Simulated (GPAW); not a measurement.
## Fitting the PBEsol+D3(zero damping) energy curve of NaCl

```
CELL_PARAMETERS angstrom
0.00000 2.79406 2.79406
2.79406 0.00000 2.79406
2.79406 2.79406 0.00000
ATOMIC_POSITIONS crystal
Cl 0.50000 0.50000 0.50000
Na 0.00000 0.00000 0.00000
```

The cell is a database's computed one, not the measured one.

The cell was scaled at fixed shape and fractions and run with GPAW, PAW data sets generated for this functional, cutoff 800 eV; PBEsol+D3(zero damping), k mesh 7 × 7 × 7 on the cell of 2 atoms, fermi-dirac occupations of 0.05 eV, no spin polarisation, no spin-orbit coupling. Energies are those that the program minimises, any entropy of the smearing included.

```tsv
V (Å³/atom)	energy over the lowest row (meV/atom)
20.5039	4.768
20.9402	1.521
21.3764	0.000
21.8127	0.021
22.2489	?
22.6852	4.059
23.1214	7.792
```

Question: Fit the third-order Birch-Murnaghan form, give V0, B0 and B′, and predict the energy left open.

Answer: With y = (V0/V)^(2/3), E = E0 + (9 V0 B0/16) [(y - 1)³ B′ + (y - 1)² (6 - 4y)]. Least squares through the rows shown give V0 = 21.5858 Å³/atom, E0 = -0.171 meV, B0 = 26.54 GPa (1 eV/Å³ = 160.218 GPa) and B′ = 4.57, with a largest miss of 0.002 meV. At V = 22.2489 the form with these constants gives 1.424 meV; the run gave 1.423 meV an atom.
